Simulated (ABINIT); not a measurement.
Crystal: CsPbCl3.

```
CELL_PARAMETERS angstrom
5.60500 0.00000 0.00000
0.00000 5.60500 0.00000
0.00000 0.00000 5.60500
ATOMIC_POSITIONS crystal
Pb 0.50000 0.50000 0.50000
Cs 0.00000 0.00000 0.00000
Cl 0.50000 0.00000 0.50000
Cl 0.00000 0.50000 0.50000
Cl 0.50000 0.50000 0.00000
```

Base run:

| Quantity | Value |
| --- | --- |
| Program | ABINIT 10.8.3 (patched build) |
| Functional | PBE |
| Potentials or basis | PseudoDojo NC SR PBE v0.4.1 standard |
| Cutoff | 707 eV |
| k mesh | 4 × 4 × 4 |
| Occupations | fermi-dirac, width 0.05 eV |
| Spin | no spin polarisation |

Its results: band gap on the k mesh 1.93 eV, direct; pressure 1.8 GPa.

Task: The run is repeated on the same cell with these changes: functional from PBE to LDA; potentials or basis from PseudoDojo NC SR PBE v0.4.1 standard to PseudoDojo NC SR LDA v0.4.1 standard. What comes out?

Result: Band gap on the k mesh 1.74 eV, direct; pressure -1.2 GPa.

Caveats: spin-orbit coupling is left out, which as a rule narrows the gap of such compounds by several tenths of an eV.

A k mesh can miss the band edges.
